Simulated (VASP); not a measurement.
Au:

```
Au
1.0
     0.00000    2.03500    2.03500
     2.03500    0.00000    2.03500
     2.03500    2.03500    0.00000
Au
1
Direct
  0.00000 0.00000 0.00000
```

- Program: VASP 6.6.1
- Task: relaxation of cell and atoms
- Functional: BLYP
- Potentials or basis: VASP PAW PBE potentials, release 64 (Au)
- Cutoff: 600 eV
- k mesh: 11 × 11 × 11
- Occupations: fermi-dirac, width 0.05 eV
- Spin: no spin polarisation

At the start: pressure 23.5 GPa; volume 16.85 Å³/atom.

Question: Where does the relaxation end?

Answer: Over 20 steps the energy falls by 163.1 meV/atom and the volume is 19.49 Å³/atom (+15.6 %); space group Fm-3m (No. 225, to 0.05 Å).

The path:
| step | energy change (eV) | largest force (eV/Å) | pressure (GPa) | volume (Å³) |
| --- | --- | --- | --- | --- |
| 1 | 0.0000 | 0.0000 | 23.47 | 16.85 |
| 2 | 0.0167 | 0.0000 | -11.00 | 23.62 |
| 3 | -0.1629 | 0.0000 | -0.63 | 19.61 |
| 4 | -0.1631 | 0.0000 | -0.18 | 19.52 |
| 5 | -0.1631 | 0.0000 | 0.12 | 19.46 |
| 6 | -0.1631 | 0.0000 | 0.13 | 19.46 |
| 7 | -0.1631 | 0.0000 | 0.12 | 19.46 |
| 8 | -0.1631 | 0.0000 | 0.12 | 19.46 |
| 9 | -0.1631 | 0.0000 | 0.12 | 19.46 |
| 10 | -0.1631 | 0.0000 | 0.12 | 19.46 |
| 11 | -0.1631 | 0.0000 | 0.12 | 19.46 |
| 12 | -0.1631 | 0.0000 | 0.12 | 19.46 |
| 13 | -0.1631 | 0.0000 | 0.12 | 19.46 |
| 14 | -0.1631 | 0.0000 | 0.12 | 19.46 |
| 15 | -0.1631 | 0.0000 | 0.13 | 19.46 |
| 16 | -0.1631 | 0.0000 | 0.11 | 19.47 |
| 17 | -0.1631 | 0.0000 | 0.10 | 19.47 |
| 18 | -0.1631 | 0.0000 | 0.09 | 19.47 |
| 19 | -0.1631 | 0.0000 | 0.05 | 19.48 |
| 20 | -0.1631 | 0.0000 | -0.02 | 19.49 |

Final structure:
```yaml
crystal:
  lattice:
    - [0.00000, 2.13600, 2.13600]
    - [2.13600, 0.00000, 2.13600]
    - [2.13600, 2.13600, 0.00000]
  atoms:
    - { symbol: Au, position: [0.00000, 0.00000, 0.00000] }
```

Caveat: the volume moved by over 15 % at a fixed basis, so the end points are rough; the PAW data sets were made with another functional, which shifts forces and pressure a little; the volume moved by +16 % from the deposited cell, more than functionals usually miss.
